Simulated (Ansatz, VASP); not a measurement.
# GaSb in two plane-wave programs, part 2 of 2

Aim: how closely do two programs agree when they are given the same cell, functional and k mesh? The cell is taken from a series of runs on this material, whose earlier steps may have relaxed, scaled, displaced or heated it; both programs get it as it stands.

VASP 6.6.1 and Ansatz 0.2.0.

So far: The starting structure; VASP: zone-centre phonons, PBEsol, pair 1.

### 3. Ansatz: zone-centre phonons, PBEsol, pair 1

Level of this step: Ansatz beside VASP: Kohn-Sham DFT, plane waves, PBEsol (Ansatz).

Ansatz runs on its PAW soft_1 files.

The same cell, functional, mesh and smearing now go to Ansatz, which takes its cutoff from its data sets.

input.yaml reads:

```yaml
crystal:
  lattice:
    - [0.0, 2.9335375813, 3.1648228061]
    - [2.9335375813, 0.0, 3.1648228061]
    - [2.9335375813, 2.9335375813, 0.0]
  atoms:
    - { symbol: Ga, position: [0.0, 0.0, 0.0] }
    - { symbol: Sb, position: [0.75, 0.75, 0.75] }
kpoints:
  mp_grid: { grid: [12, 12, 12] }
hamiltonian:
  xc: pbesol
  pseudopotentials: { kind: paw, azcp: { folder: soft_1 }, xc_functional: pbe }
scf:
  occupations: { method: methfessel_paxton, width: 0.2 }
output:
  eigenvalues: true
phonons:
  method: dfpt
```

Command:

```
$ ansatz run input.yaml --threads 4 --pin off --max-ram 10240MiB --backend cpu --events-out ev --progress --plain --runs-dir out
```

Numbers of over 12 decimals in the logs are rounded to 6 here.

The log of the run:

```text
zone centre: on kpoints.mp_grid the ground state, and the responses unless they are solved on pairs of k-points, stand on 280 of the mesh's 1728 k-points, reduced under 4 symmetry operations, with k and −k counted as one. Each operation leaves every solved displacement unchanged or reverses it
Engine: ansatz 0.2.0, aarch64-unknown-linux-gnu
Pseudopotentials: kind: paw
Pseudopotential: Ga, paw, valence charge 13, recommended cutoff 420 eV (normal), soft_1/Ga.paw.azcp
Pseudopotential: Sb, paw, valence charge 15, recommended cutoff 420 eV (normal), soft_1/Sb.paw.azcp
Functional definition: PBEsol
  exchange = pbesol_x
  correlation = pbesol_c
Crystal: 2 atoms, lattice volume = 54.471 Å³
Basis set: ecut = 420 eV, 1079 PW (Γ), exchange–correlation on 60×60×60 points (8 copies of the dense FFT grid, shifted against one another)
Bands: 18, of which v1, the nominal top of the filled ones, is band 14 counted from 1 (13 counted from 0)
Symmetry: 8 space group operations
k-points: 280 of 1728 (irreducible under 4 space group operations, time reversal used)
Non-local potential: Ga, projectors of the file, l = 0: 2, l = 1: 2, l = 2: 3, l = 3: 1
Non-local potential: Sb, projectors of the file, l = 0: 2, l = 1: 2, l = 2: 2, l = 3: 1
PAW form: soft (Blöchl's): semilocal exchange-correlation on the pseudo side does not see the compensation charge
PAW frozen core: Ga, regenerated for the run's functional, and the local potential with it (the file was generated under x = pbe(κ = 0.804, μ = 0.219515), c = pbe(β = 0.066725))
PAW frozen core: Sb, regenerated for the run's functional, and the local potential with it (the file was generated under x = pbe(κ = 0.804, μ = 0.219515), c = pbe(β = 0.066725))
PAW one-centre angular grid: Ga, 590 points (default); XC on 64 Gauss nodes
PAW one-centre angular grid: Sb, 590 points (default); XC on 64 Gauss nodes
Initial density: superposition of atomic densities (chi_scale 0.1, normalization cell, long waves kept (reshape's long-wave potential 0.00 eV rms))
Initial wavefunctions: pseudopotential atomic-orbital guess
Functional: x = pbesol(κ = 0.804, μ = 0.123457), c = pbesol(β = 0.046)
SCF iter   1: F=—  HF=-10151.648267 eV  |F-HF|=—  |Δ(HF+E_count)|=         —  Δρ=3.28e-2  dr2=4.23e-1  ethr=3.10e-3  ⟨swp⟩=5.7  Hψ=26287  notcnv=0
preconditioner: auto → Kerker (q_TF=auto, 2.442 Å⁻¹)  [metal: Δε(μ)=0.146 eV  Ē_g=14.912 eV  σ=0.200 eV  W_gap=0.49  n_scr=14 (ndim 8)  ℏωp=21.3 eV  f_vac=0.003  D(μ)=0.04/eV (n_scr^D=0)]
SCF iter   2: F=—  HF=-10151.605784 eV  |F-HF|=—  |Δ(HF+E_count)|=   4.25e-2  S|Δr|=    0.00e0  Δρ=2.07e-2  dr2=1.98e-1  ethr=1.51e-3  ⟨swp⟩=1.0  Hψ=7284  notcnv=0
SCF iter   3: F=—  HF=-10151.562138 eV  |F-HF|=—  |Δ(HF+E_count)|=   4.36e-2  S|Δr|=    0.00e0  Δρ=3.48e-3  dr2=1.43e-2  ethr=7.07e-4  ⟨swp⟩=1.3  Hψ=5140  notcnv=0
SCF iter   4: F=—  HF=-10151.563377 eV  |F-HF|=—  |Δ(HF+E_count)|=   1.24e-3  S|Δr|=    0.00e0  Δρ=1.68e-3  dr2=3.01e-3  ethr=5.09e-5  ⟨swp⟩=2.0  Hψ=7533  notcnv=0
SCF iter   5: F=—  HF=-10151.563766 eV  |F-HF|=—  |Δ(HF+E_count)|=   3.88e-4  S|Δr|=    0.00e0  Δρ=1.43e-3  dr2=9.08e-4  ethr=1.08e-5  ⟨swp⟩=2.0  Hψ=7561  notcnv=0
SCF iter   6: F=—  HF=-10151.563352 eV  |F-HF|=—  |Δ(HF+E_count)|=   4.14e-4  S|Δr|=    0.00e0  Δρ=3.03e-4  dr2=4.30e-5  ethr=3.24e-6  ⟨swp⟩=2.0  Hψ=7561  notcnv=0
SCF iter   7: F=—  HF=-10151.563446 eV  |F-HF|=—  |Δ(HF+E_count)|=   9.48e-5  S|Δr|=    0.00e0  Δρ=9.65e-5  dr2=3.30e-6  ethr=1.54e-7  ⟨swp⟩=2.0  Hψ=7575  notcnv=0
SCF iter   8: F=—  HF=-10151.563450 eV  |F-HF|=—  |Δ(HF+E_count)|=   4.03e-6  S|Δr|=    0.00e0  Δρ=1.93e-5  dr2=1.05e-7  ethr=1.18e-8  ⟨swp⟩=2.0  Hψ=6175  notcnv=0
SCF iter   9: F=—  HF=-10151.563450 eV  |F-HF|=—  |Δ(HF+E_count)|=   1.92e-7  S|Δr|=    0.00e0  Δρ=6.51e-6  dr2=3.14e-8  ethr=3.74e-10  ⟨swp⟩=2.0  Hψ=7562  notcnv=0
SCF iter  10: F=—  HF=-10151.563450 eV  |F-HF|=—  |Δ(HF+E_count)|=   4.72e-8  S|Δr|=    0.00e0  Δρ=2.34e-6  dr2=5.39e-9  ethr=1.12e-10  ⟨swp⟩=2.7  Hψ=7123  notcnv=0
SCF iter  11: F=—  HF=-10151.563450 eV  |F-HF|=—  |Δ(HF+E_count)|=   4.85e-9  S|Δr|=    0.00e0  Δρ=8.97e-7  dr2=8.69e-10  ethr=1.93e-11  ⟨swp⟩=2.0  Hψ=6019  notcnv=0
SCF iter  12: F=—  HF=-10151.563450 eV  |F-HF|=—  |Δ(HF+E_count)|=  7.00e-10  S|Δr|=    0.00e0  Δρ=1.65e-7  dr2=1.40e-11  ethr=3.10e-12  ⟨swp⟩=2.0  Hψ=6189  notcnv=0
SCF iter  13: F=-10151.563450 eV  HF=-10151.563450 eV  |F-HF|=0.00e0  |Δ(HF+E_count)|=  2.18e-11  S|Δr|=    0.00e0  Δρ=5.41e-8  dr2=1.80e-12  ethr=1.00e-12  ⟨swp⟩=6.0  Hψ=22564  notcnv=0
SCF 1 converged in 13 iterations: F = -10151.563450 eV  dr2 = 1.80e-12
  greatest PAW one-centre occupation: 0.996 electrons in one spin orbital (limit 2), on the Sb atom at site 1 (counted from 0), in its partial waves of l = 2
DFPT response loops at Γ: preconditioner auto → Kerker (q_TF=auto, 2.442 Å⁻¹) (partly filled bands, converged f_vac=0.056); β = 1.00, the filter's whole step (`scf.mixing.beta` (0.50) is not read by the response loops under this deck's `scf.mixing.preconditioner`; to damp them name `kerker` or `kerker_dos`, under which they read `scf.mixing.beta`, and type it under 1.00, their step now; both keys bind the ground state too); Broyden in place of MSR1
SCF converged after 13 iterations
Stability not checked: this state was not tested for a lower state beside it, because cold or Methfessel-Paxton smearing, or corrected tetrahedra, fill the levels in a way that the test cannot read (fill_not_monotonic; see scf.lower_state_search)
Free energy (F): -10151.563450 eV
Harris-Foulkes:  -10151.563450 eV  (|F-HF|=0.00e0)
Internal energy: -10151.563798 eV  (E = F + TS)
E sigma→0 (E₀):  -10151.563537 eV
Entropy (-TS):   0.000347 eV (0.174 meV/atom)
Fermi energy:    8.584587 eV
Step filling:    the computed levels leave a gap of 0.1239 eV = 0.6 smearing widths at the electron count; against every level under it full and every level over it empty, smearing changes F+E_penalty+E_count by +0.173 meV and its σ→0 estimate by +0.086 meV
--- Per-component energies (eV) ---
  E_band       = -245.699427
  E_kinetic    = 277.035505
  E_local      = -3310.598161  (includes V_loc(G=0)·N_el)
  E_nonlocal   = 300.099451
  E_hartree    = 1700.624398
  E_xc         = -160.953535
  E_vxc        = -146.839753  (∫ρ·V_xc dr)
  E_paw        = -6421.148909  (= ΣΔE_a)
  E_vpaw       = -766.645184  (= ΣTr[D̂ρ^β])
  E_aug_tail   = -0.000038  (compensation charges beyond the density's cutoff)
  E_ewald      = -2537.817344
  E_core_change = 1.194834  (= ΣΔE_core)
  E_smearing   = 0.000347  (= −TS)
  E_closure    = -0.000000  (closes the sum)
  Σ components = -10151.563450   (vs F -10151.563450, Δ=0.00e0)
--- Band table (eV; the first three rows and the last of 280) ---
  k-point 0: bands = [... 10 lower, -3.5037, 8.0005, 8.5137, 8.5137, 8.6376, 11.0617, 11.0617, 11.2814]
  k-point 1: bands = [... 10 lower, -3.4275, 7.0485, 8.0511, 8.3930, 9.4092, 11.2052, 11.2473, 11.5847]
  k-point 2: bands = [... 10 lower, -3.2029, 5.6000, 7.7036, 8.1264, 9.4425, 11.6398, 11.6693, 12.4867]
  k-point 279: bands = [... 10 lower, -1.0597, 1.0654, 5.9279, 5.9279, 9.5506, 9.7683, 17.3107, 17.3107]
--- Phonons (Γ-DFPT): 4 representative perturbations + reference, on 280 of 1728 k-points (Σ response iterations 12) ---
  k mesh reduced under 4 symmetry operations, with k and −k counted as one. Each operation leaves every solved displacement unchanged or reverses it
  ASR residual: 2.177e-5 → 0.000e0 eV/Å²; symmetrization residual: 5.195e-6 eV/Å²
  ASR residual per site (eV/Å²): 2.18e-5 4.29e-6
  Γ frequencies (cm⁻¹): 0.00 0.00 0.00 229.73 229.73 233.30
  non-analytic LO–TO correction: not included (Born effective charges unavailable; polar crystals: no LO–TO splitting at Γ)
```

### 4. Side by side

Known differences besides the potentials themselves: the data sets hold 28 valence electrons in Ansatz (on its PAW soft_1 files) and 18 in VASP; the cutoff is 420 eV in Ansatz and 500 eV in VASP; Ansatz makes its cores anew for this functional, VASP keeps those of its PBE data sets. Total energies have different zeros and are not compared.

Compared:

| quantity | Ansatz | VASP | difference |
| --- | --- | --- | --- |
| optical mode 1 to 2 (cm⁻¹) | 229.7 | 230.7 | -0.42 % |
| optical mode 3 (cm⁻¹) | 233.3 | 234.3 | -0.44 % |

Modes are paired by rising frequency, not by their patterns, so a pair may set unlike modes beside each other; they are those without the splitting of longitudinal modes.

### 5. VASP: zone-centre phonons, PBEsol, pair 2

Second derivatives magnify differences that forces hide, and they need a tight electronic threshold. The cell compared in this pair holds 55.13 Å³, against 54.47 Å³ for the pair before.

INCAR reads:

```
SYSTEM = GaSb
PREC = Accurate
ENCUT = 500
EDIFF = 1E-08
NELM = 120
ISMEAR = 1
SIGMA = 0.2
LREAL = .FALSE.
ALGO = Normal
GGA = PS
NBANDS = 15
LORBIT = 11
LWAVE = .FALSE.
LCHARG = .FALSE.
ISIF = 2
IBRION = 8
LASPH = .TRUE.
GGA_COMPAT = .FALSE.
EFERMI = MIDGAP
KPAR = 2
```

POSCAR reads:

```
GaSb
1.0
    0.0000000000      2.9640952644      3.1376476433
    2.9640952644      0.0000000000      3.1376476433
    2.9640952644      2.9640952644      0.0000000000
Ga Sb
1 1
Direct
    0.0000000000      0.0000000000      0.0000000000
    0.7500000000      0.7500000000      0.7500000000
```

KPOINTS reads:

```
Automatic mesh
0
Gamma
12 12 12
0 0 0
```

The projector-augmented-wave data sets are Ga_d and Sb (PBE family, release 64).

Command:

```
$ mpirun -np 2 vasp_std
```

The log of the run:

```text
[banner, memory and clock lines left out]
running    2 mpi-ranks, on    1 nodes
[...]
[... a notice as in an earlier step ...]

 LDA part: xc-table for (Slater+PW92), standard interpolation
 POSCAR, INCAR and KPOINTS ok, starting setup
[...]
entering main loop
       N       E                     dE             d eps       ncg     rms          rms(c)
DAV:   1     0.801367624762E+02    0.80137E+02   -0.85262E+03  4946   0.147E+03
DAV:   2    -0.207885220096E+01   -0.82216E+02   -0.79495E+02  5688   0.303E+02
DAV:   3    -0.812250996252E+01   -0.60437E+01   -0.60113E+01  5919   0.670E+01
DAV:   4    -0.823016773380E+01   -0.10766E+00   -0.10764E+00  6042   0.101E+01
[...]
DAV:  14    -0.812455449999E+01   -0.38807E-07   -0.33217E-09  4895   0.786E-04    0.106E-04
DAV:  15    -0.812455451066E+01   -0.10665E-07   -0.72199E-10  3369   0.325E-04    0.651E-05
DAV:  16    -0.812455450653E+01    0.41273E-08   -0.14261E-10  2872   0.143E-04
   1 F= -.81245545E+01 E0= -.81246845E+01  d E =0.390086E-03
[...]
RMM:   9    -0.255800872584E-01    0.12016E-06   -0.59574E-10 29213   0.199E-04    0.139E-05
RMM:  10    -0.255801008600E-01   -0.13602E-07   -0.12299E-09 28493   0.755E-05    0.426E-06
RMM:  11    -0.255801036731E-01   -0.28131E-08   -0.64688E-11 29032   0.256E-05    0.286E-06
 first order change of Fermi-energy   0.36442E-04
 force on displaced ion       2 direction 1 :  -8.569   0.000  -0.000
 Linear response progress:
  Degree of freedom:   4/  4
       N       E                     dE             d eps       ncg     rms          rms(c)
RMM:   1    -0.289502998953E-01   -0.28950E-01    0.94308E-04 16356   0.142E+00
RMM:   2    -0.256458806460E-01    0.33044E-02   -0.38961E-03 15485   0.407E-01    0.696E-02
RMM:   3    -0.256215864919E-01    0.24294E-04   -0.20785E-04 16759   0.105E-01    0.377E-02
RMM:   4    -0.256997965067E-01   -0.78210E-04   -0.41381E-05 16954   0.459E-02    0.444E-03
[...]
RMM:  10    -0.257006833033E-01    0.29687E-07   -0.70815E-10 17171   0.692E-05    0.943E-06
RMM:  11    -0.257006683790E-01    0.14924E-07    0.17464E-10 16900   0.227E-05    0.417E-06
RMM:  12    -0.257006634734E-01    0.49056E-08    0.48049E-11 15393   0.872E-06    0.792E-07
 first order change of Fermi-energy   0.56847E-03
 force on displaced ion       2 direction 3 :  -0.000  -0.000  -8.726
 Linear response finished
```

From OUTCAR (step 5):

```text
  Total        1.0119971      1.0119971      0.0317969      0.0000000      0.0000000      0.0000000
  in kB       29.4083989     29.4083989      0.9240100      0.0000000      0.0000000      0.0000000
  external PRESSURE =      19.9136026 kB  Pullay stress =       0.0000000 kB

 POSITION                                       TOTAL-FORCE (eV/Angst)
 -----------------------------------------------------------------------------------
      0.00000      0.00000      0.00000        -0.000000     -0.000000      0.000000
      4.44614      4.44614      4.70647         0.000000      0.000000      0.000000
 -----------------------------------------------------------------------------------
    total drift:                               -0.000000     -0.000000     -0.000001

[... 1 part as in an earlier step ...]

[... 1 further part left out ...]
```

### 6. Ansatz: zone-centre phonons, PBEsol, pair 2

The same cell, functional, mesh and smearing now go to Ansatz, which takes its cutoff from its data sets.

The cell is taken from a series of runs on this material, whose earlier steps may have relaxed, scaled, displaced or heated it; both programs get it as it stands.

input.yaml, the sections that differ from step 3:

```yaml
crystal:
  lattice:
    - [0.0, 2.9640952644, 3.1376476433]
    - [2.9640952644, 0.0, 3.1376476433]
    - [2.9640952644, 2.9640952644, 0.0]
  atoms:
    - { symbol: Ga, position: [0.0, 0.0, 0.0] }
    - { symbol: Sb, position: [0.75, 0.75, 0.75] }
# kpoints, hamiltonian, scf, output, phonons: as in step 3
```

Command:

```
$ ansatz run input.yaml --threads 4 --pin off --max-ram 10240MiB --backend cpu --events-out ev --progress --plain --runs-dir out
```

The log of the run:

```text
[...]
Crystal: 2 atoms, lattice volume = 55.134 Å³
Basis set: ecut = 420 eV, 1079 PW (Γ), exchange–correlation on 60×60×60 points (8 copies of the dense FFT grid, shifted against one another)
Bands: 18, of which v1, the nominal top of the filled ones, is band 14 counted from 1 (13 counted from 0)
Symmetry: 8 space group operations
k-points: 280 of 1728 (irreducible under 4 space group operations, time reversal used)
[...]
k-point 1: bands = [... 10 lower, -3.5107, 6.8878, 7.9250, 8.1796, 9.1991, 11.0648, 11.0852, 11.3489]
  k-point 2: bands = [... 10 lower, -3.2895, 5.4436, 7.5995, 7.9090, 9.2535, 11.4885, 11.4961, 12.2516]
  k-point 279: bands = [... 10 lower, -1.1354, 1.0171, 5.7142, 5.7142, 9.2915, 9.5306, 17.0829, 17.0829]
[...]
ASR residual: 1.402e-4 → 0.000e0 eV/Å²; symmetrization residual: 5.081e-6 eV/Å²
  ASR residual per site (eV/Å²): 1.40e-4 1.08e-4
  Γ frequencies (cm⁻¹): 0.00 0.00 0.00 227.98 227.98 229.99
[...]
[key lines of the parts left out:]
SCF converged after 9 iterations
Free energy (F): -10151.587453 eV
Fermi energy:    8.379313 eV
```

### 7. Differences

What differs besides the data sets and the points named for the pairs above, as far as they apply: the data sets hold 28 valence electrons in Ansatz (on its PAW soft_1 files) and 18 in VASP. Total energies have different zeros and are not compared.

Compared:

| quantity | Ansatz | VASP | difference |
| --- | --- | --- | --- |
| optical mode 1 to 2 (cm⁻¹) | 228.0 | 229.1 | -0.49 % |
| optical mode 3 (cm⁻¹) | 230.0 | 231.2 | -0.50 % |

Modes are paired by rising frequency, not by their patterns, so a pair may set unlike modes beside each other; they are those without the splitting of longitudinal modes.

### 8. What came out

```
r.m.s. difference of the optical zone-centre modes, each program's sorted by frequency (zone-centre phonons, PBEsol, pair 1) : 0.99 cm⁻¹
r.m.s. difference of the optical zone-centre modes, each program's sorted by frequency (zone-centre phonons, PBEsol, pair 2) : 1.1 cm⁻¹
difference in optical mode 3 (zone-centre phonons, PBEsol, pair 2)                                                           : -0.5 %
```

**Reading.** The r.m.s. difference of the optical zone-centre modes, each program's sorted by frequency is 0.99 cm⁻¹ (zone-centre phonons, PBEsol, pair 1). The data sets hold unlike numbers of valence electrons (28 in Ansatz and 18 in VASP), so part of the differences comes from the potentials. Among the rows given in per cent, the largest difference of the zone-centre phonons, PBEsol, pair 2 pair is in optical mode 3, -0.5 %. How closely two codes agree says nothing of how well the functional describes the real material.

[Lines on the potential files, build, host, timing and source positions are cut from VASP's logs without a mark.]

[Logs are printed without paths, hosts, clocks, repeated set-up lines and the standing remarks that a program may print on its own settings, such as how far it seeks lower states.]

[Hosts, paths, dates, database ids (printed as entryN), source tags and the programs' standing remarks are cut or masked in the printed files.]
